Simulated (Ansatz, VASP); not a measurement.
**Al in VASP and in Ansatz**

File INCAR:

```
PREC = Accurate ; ENCUT = 520
EDIFF = 1E-6 ; ISMEAR = -1
SIGMA = 0.08 ; LREAL = F
LASPH = T ; NELM = 100
ALGO = Normal ; ISIF = 2
LWAVE = F ; LCHARG = T
GGA = PE ; LELF = T
LVHAR = T ; NBANDS = 10
```

File KPOINTS:

```
Automatic mesh
0
Gamma
  9 9 9
```

POSCAR

```
Al
1.0
    0.0000000000      3.0233478945      3.0233478945
    3.0233478945      0.0000000000      3.0233478945
    3.0233478945      3.0233478945      0.0000000000
Al
2
Direct
    0.0000000000      0.0000000000      0.0000000000
    0.2500000000      0.2500000000      0.2500000000
```

Input for Ansatz:

```yaml
crystal:
  lattice:
    - [0.0, 3.0233478945, 3.0233478945]
    - [3.0233478945, 0.0, 3.0233478945]
    - [3.0233478945, 3.0233478945, 0.0]
  atoms:
    - { symbol: Al, position: [0.0, 0.0, 0.0] }
    - { symbol: Al, position: [0.25, 0.25, 0.25] }
kpoints:
  mp_grid: { grid: [9, 9, 9] }
  band_path:
    path:
      - [0.0, 0.0, 0.0]
      - [0.5, 0.0, 0.5]
      - [0.625, 0.25, 0.625]
      - [0.375, 0.375, 0.75]
      - [0.0, 0.0, 0.0]
      - [0.5, 0.5, 0.5]
      - [0.5, 0.25, 0.75]
      - [0.5, 0.0, 0.5]
    npoints: 5
scf:
  occupations: { method: fermi_dirac, width: 0.08 }
hamiltonian:
  xc: pbe
  pseudopotentials:
    kind: all_electron
    lapw: { basis_error: 0.00025 }
    relativity: none
output:
  forces: true
  stress: true
  eigenvalues: true
```

Alike in both runs: task single point; functional PBE; k mesh 9 × 9 × 9; occupations fermi-dirac, width 0.08 eV; no spin polarisation.

```csv
,VASP,Ansatz
version,VASP 6.6.1,Ansatz 0.2.0
potentials or method,"VASP PAW PBE potentials, release 64 (Al)","all-electron LAPW, non-relativistic"
plane-wave cutoff (eV),520,see its input
```

```tsv
	VASP	Ansatz	Ansatz less VASP
pressure (GPa)	0.0	0.0	+0.02
```

Ansatz ran all-electron here, so the differences hold the error of VASP's frozen core and of both bases.
